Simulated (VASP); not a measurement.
# Ir (P6_3/mmc) in VASP: further runs

The runs below take Ir through single point, relaxation of cell and atoms, with PBE.

All numbers are computed with VASP 6.6.1; they aren't measurements. Logs are shortened: lines on timing, memory, paths and dates and some standing lists are left out, and cuts for length are marked.

### Step 1. Starting point

It takes space group P6_3/mmc (No. 194, hexagonal). The conventional cell has a = 2.749 Å, b = 2.749 Å, c = 4.450 Å, α = 90.00°, β = 90.00°, γ = 120.00°. Ir (site symmetry -6m2) has 12 Ir at 2.73 to 2.75 Å as nearest neighbours.

This isn't the form of Ir at room conditions, which is fcc.

### Step 2. Single point, PBE

Input file INCAR:

```
ALGO = Fast ; EDIFF = 1E-6
ENCUT = 520 ; GGA = PE
ISIF = 2 ; ISMEAR = -1
LASPH = T ; LCHARG = F
LREAL = F ; LWAVE = F
NBANDS = 16 ; NELM = 100
PREC = Accurate ; SIGMA = 0.05
```

Input file KPOINTS:

```
k-points
0
Gamma
  17 17 9
```

Input file POSCAR:

```
Ir
1.0
    2.7493257706      0.0000000000      0.0000000000
   -1.3746628853      2.3809859606      0.0000000000
    0.0000000000      0.0000000000      4.4497555383
Ir
2
Direct
    0.3333333333      0.6666666667      0.2500000000
    0.6666666667      0.3333333333      0.7500000000
```

Potentials or basis: VASP PAW PBE potentials, release 64 (Ir).

Launch:

```console
> cat potpaw_PBE.64/Ir/POTCAR > POTCAR
> mpirun -np 1 vasp_std > vasp.out
```

OUTCAR:

```text
EDIFF = 1E-6
   ENCUT = 520
   GGA = PE
   ISIF = 2
   ISMEAR = -1
   LASPH = T
   LREAL = F
   NELM = 100
   PREC = Accurate

 ion  position               nearest neighbor table
   1  0.333  0.667  0.250-   2 2.73   2 2.73   2 2.73   2 2.73   2 2.73   2 2.73
   2  0.667  0.333  0.750-   1 2.73   1 2.73   1 2.73   1 2.73   1 2.73   1 2.73

  LATTYP: Found a hexagonal cell.
 ALAT       =     2.7493257706
 C/A-ratio  =     1.6184897352

  Lattice vectors:

 A1 = (   2.7493257706,   0.0000000000,   0.0000000000)
 A2 = (  -1.3746628853,   2.3809859606,   0.0000000000)
 A3 = (   0.0000000000,   0.0000000000,   4.4497555383)

Analysis of symmetry for initial positions (statically):
=====================================================================
 Subroutine PRICEL returns:
 Original cell was already a primitive cell.

 Routine SETGRP: Setting up the symmetry group for a
 hexagonal supercell.

 Subroutine GETGRP returns: Found 24 space group operations
 (whereof 12 operations were pure point group operations)
 out of a pool of 24 trial point group operations.

The static configuration has the point symmetry D_3d.
 The point group associated with its full space group is D_6h.

Analysis of symmetry for dynamics (positions and initial velocities):
=====================================================================
 Subroutine PRICEL returns:
 Original cell was already a primitive cell.

 Routine SETGRP: Setting up the symmetry group for a
 hexagonal supercell.

 Subroutine GETGRP returns: Found 24 space group operations
 (whereof 12 operations were pure point group operations)
 out of a pool of 24 trial point group operations.

The dynamic configuration has the point symmetry D_3d.
 The point group associated with its full space group is D_6h.

 Subroutine INISYM returns: Found 24 space group operations
 (whereof 12 operations are pure point group operations),
 and found     1 'primitive' translations

----------------------------------------------------------------------------------------

                                     Primitive cell

  volume of cell :      29.1286
[... 82 lines left out ...]
   ICHARG =      2    charge: 1-file 2-atom 10-const
   ISPIN  =      1    spin polarized calculation?
   LNONCOLLINEAR =      F non collinear calculations
   LSORBIT =      F    spin-orbit coupling
   LASPH  =      T    aspherical Exc in radial PAW
   ENCUT  =  520.0 eV  38.22 Ry    6.18 a.u.   5.11  5.11  8.27*2*pi/ulx,y,z
   NELM   =    100;   NELMIN=  2; NELMDL= -5     # of ELM steps
   EDIFF  = 0.1E-05   stopping-criterion for ELM
   LREAL  =      F    real-space projection
   EDIFFG = 0.1E-04   stopping-criterion for IOM
   NSW    =      0    number of steps for IOM
   IBRION =     -1    ionic relax: 0-MD 1-quasi-New 2-CG
   NFREE  =      0    steps in history (QN), initial steepest desc. (CG)
   ISIF   =      2    stress and relaxation
   ISYM   =      2    0-nonsym 1-usesym 2-fastsym
   POTIM  = 0.5000    time-step for ionic-motion
   TEBEG  =    0.0;   TEEND  =   0.0 temperature during run
   PSTRESS=    0.0 pullay stress
   NELECT =      18.0000    total number of electrons
   NUPDOWN=      -1.0000    fix difference up-down
   EMIN   =  10.00;   EMAX   =-10.00  energy-range for DOS
   EFERMI =   0.00;   METHOD = LEGACY
   ISMEAR =    -1;   SIGMA  =   0.05  broadening in eV -4-tet -1-fermi 0-gaus
   EFERMI_NEDOS =   21; number of points for ismear=-14 and -15
   IALGO  =     68    algorithm
   IMIX   =      4    mixing-type and parameters
     AMIX     =   0.40;   BMIX     =  1.00
     AMIX_MAG =   1.60;   BMIX_MAG =  1.00
  volume/ion in A,a.u.               =      14.56        98.28
  Fermi-wavevector in a.u.,A,eV,Ry     =   1.394417  2.635066 26.455143  1.944398
  Thomas-Fermi vector in A             =   2.517968
   LORBIT       =      0    0 simple, 1 ext, 2 COOP (PROOUT), +10 PAW based schemes
   GGA     = PE    functional components
   LHFCALC =     F    Hartree Fock is set to
   AEXX    =    0.0000 exact exchange contribution
   IVDW    =     0    specifies the selected vdW correction
   LEPSILON=     F    determine dielectric tensor
   LRPA    =     F    only Hartree local field effects (RPA)
 non-spin polarized calculation
 RMM-DIIS sequential band-by-band and
  energy-cutoff  :      520.00
  volume of cell :       29.13
 maximum number of plane-waves:       795
   NGX = 11   NGY = 11   NGZ = 17

 number of electron      18.0000000 magnetization

 Free energy of the ion-electron system (eV)
  ---------------------------------------------------
  ext. energy  EPLUGINS =         0.00000000
  ---------------------------------------------------
  free energy    TOTEN  =       -17.56147304 eV

  energy without entropy =      -17.54238099  energy(sigma->0) =      -17.55192701

 E-fermi :  10.0178     XC(G=0): -13.8153

 val. band max:       10.0119364601   @ k =   0.2941   0.2941   0.3333
 cond. band min:      10.0287669454   @ k =   0.2353   0.0588   0.4444
 fundamental gap:      0.0168304853
 Fermi energy:        10.0177942075

 k-point     1 :       0.0000    0.0000    0.0000
  band No.  band energies     occupation
      1      -0.9003      2.00000
      2       2.1415      2.00000
      3       6.2573      2.00000
      4       6.3407      2.00000
      5       6.3407      2.00000
      6       6.9743      2.00000
[... 433 lines left out ...]
      3       4.5418      2.00000
      4       4.5602      2.00000
      5       6.0590      2.00000
      6       6.3312      2.00000
[... 8 lines left out ...]
     15      22.1749      0.00000
     16      25.8916      0.00000

 [... further k-points ...]

------------------------ aborting loop because EDIFF is reached ----------------------------------------

  FORCE on cell =-STRESS in cart. coord.  units (eV):
  Direction    XX          YY          ZZ          XY          YZ          ZX
  --------------------------------------------------------------------------------------
  -------------------------------------------------------------------------------------
  Total        0.0865577      0.0865577      0.0931213      0.0000000      0.0000000      0.0000000
  in kB        4.7609870      4.7609870      5.1220126      0.0000000      0.0000000      0.0000000
  external PRESSURE =       4.8813289 kB  Pullay stress =       0.0000000 kB

 VOLUME and BASIS-vectors are now :
 -----------------------------------------------------------------------------
  energy-cutoff  :      520.00
  volume of cell :       29.13
      direct lattice vectors                 reciprocal lattice vectors
     2.749325771  0.000000000  0.000000000     0.363725540  0.209997038  0.000000000
    -1.374662885  2.380985961  0.000000000     0.000000000  0.419994077  0.000000000
     0.000000000  0.000000000  4.449755538     0.000000000  0.000000000  0.224731447

 POSITION                                       TOTAL-FORCE (eV/Angst)
 -----------------------------------------------------------------------------------
     -0.00000      1.58732      1.11244        -0.000000      0.000000      0.000000
      1.37466      0.79366      3.33732         0.000000     -0.000000      0.000000
 -----------------------------------------------------------------------------------
    total drift:                               -0.000000      0.000000     -0.000000

  FREE ENERGIE OF THE ION-ELECTRON SYSTEM (eV)
  ---------------------------------------------------
  free  energy   TOTEN  =       -17.5614730353 eV

  energy  without entropy=      -17.5423809946  energy(sigma->0) =      -17.55192701
```

stdout:

```text
POSCAR found type information on POSCAR Ir
 POSCAR found :  1 types and       2 ions
 scaLAPACK will be used
 LDA part: xc-table for (Slater+PW92), standard interpolation
 POSCAR, INCAR and KPOINTS ok, starting setup
 FFT: planning ... GRIDC
 FFT: planning ... GRID_SOFT
 FFT: planning ... GRID
 WAVECAR not read
 entering main loop
```

It took 35 s on 1 thread of Intel Xeon 6975P-C (Granite Rapids), shared host; peak memory 0.19 GiB.

Results:

- Free energy: -17.5615 eV
- Pressure: 0.5 GPa
- Band gap on the k mesh: none (metal or under the smearing width)

Levels at points of the mesh, in eV from the Fermi level:
| k point | band 5 | band 6 | band 7 | band 8 | band 9 | band 10 | band 11 | band 12 | band 13 | band 14 |
| --- | --- | --- | --- | --- | --- | --- | --- | --- | --- | --- |
| (0.00, 0.00, 0.00) | -3.68 | -3.04 | -3.04 | -2.30 | -2.30 | -0.72 | 0.26 | 0.26 | 6.85 | 14.29 |

### Step 3. Relaxation of cell and atoms, PBE

This run uses another cell than the first one, of 14.51 Å³/atom, 0.996 times its volume.

Input file INCAR:

```
PREC     = Accurate       # precision mode
ENCUT    = 600            # plane-wave cutoff, eV
EDIFF    = 1E-6           # SCF threshold, eV
ISMEAR   = -1             # smearing method
SIGMA    = 0.05           # smearing width, eV
LREAL    = F              # projectors in reciprocal space
LASPH    = T              # aspherical terms in the spheres
NELM     = 100            # most SCF steps
ALGO     = Fast           # electronic algorithm
ISIF     = 3              # what is computed and relaxed
LWAVE    = F              # write WAVECAR
LCHARG   = F              # write CHGCAR
GGA      = PE             # functional
IBRION   = 2              # ionic algorithm
NSW      = 60             # ionic steps
EDIFFG   = -0.005         # ionic threshold
```

Input file KPOINTS:

```
Automatic mesh
0
Gamma
  17 17 9
```

Input file POSCAR:

```
Ir
1.0
    2.7448628762      0.0000000000      0.0000000000
   -1.3724314381      2.3771209807      0.0000000000
    0.0000000000      0.0000000000      4.4466778595
Ir
2
Direct
    0.3333333333      0.6666666667      0.2500000000
    0.6666666667      0.3333333333      0.7500000000
```

Potentials or basis: VASP PAW PBE potentials, release 64 (Ir).

Launch:

```console
> cat potpaw_PBE.64/Ir/POTCAR > POTCAR
> mpirun -np 1 vasp_std > vasp.out
```

Run time: 2.4 min. Hardware: 1 thread of Intel Xeon 6975P-C (Granite Rapids), shared host; peak memory 0.21 GiB.

Results (log left out):

```yaml
Free_energy: -17.5620 eV
Relaxed_volume: 14.59 Å³/atom
Relaxed_cell: a = 2.751 Å, b = 2.751 Å, c = 4.453 Å, α = 90.00°, β = 90.00°, γ = 120.00°
Space_group_after_relaxing_to_0.05_Å: P6_3/mmc (No. 194)
Energy_gained_by_relaxing: 0.5 meV/atom
Ionic_steps: 14
Pressure_after_relaxing: 0.0 GPa
Band_gap_on_the_k_mesh: none (metal or under the smearing width)
```

The path:
```tsv
step	energy change (eV)	largest force (eV/Å)	pressure (GPa)	volume (Å³)
1	0.0000	0.0000	1.96	29.01
2	0.0112	0.0000	-6.60	29.76
3	-0.0010	0.0000	-0.02	29.18
4	-0.0010	0.0000	-0.02	29.18
5	-0.0007	0.0000	1.01	29.10
6	-0.0010	0.0000	0.02	29.17
7	-0.0010	0.0000	0.04	29.17
8	-0.0010	0.0000	0.06	29.17
9	-0.0010	0.0000	0.06	29.17
10	-0.0010	0.0000	0.06	29.17
11	-0.0010	0.0000	0.05	29.17
12	-0.0010	0.0000	0.05	29.17
13	-0.0010	0.0000	-0.08	29.19
14	-0.0010	0.0000	-0.01	29.18
```

Final structure:
```cif
data_structure
_symmetry_space_group_name_H-M 'P 1'
_symmetry_Int_Tables_number 1
_cell_length_a 2.7508
_cell_length_b 2.7508
_cell_length_c 4.4527
_cell_angle_alpha 90.000
_cell_angle_beta 90.000
_cell_angle_gamma 120.000
_cell_volume 29.18
loop_
_atom_site_label
_atom_site_type_symbol
_atom_site_fract_x
_atom_site_fract_y
_atom_site_fract_z
_atom_site_occupancy
Ir1 Ir 0.33333 0.66667 0.25000 1
Ir2 Ir 0.66667 0.33333 0.75000 1
```

Levels at points of the mesh, in eV from the Fermi level:
```
           k point  band 5  band 6  band 7  band 8  band 9  band 10  band 11  band 12  band 13
(0.00, 0.00, 0.00)   -3.67   -3.04   -3.04   -2.29   -2.29    -0.72     0.26     0.26     6.83
```
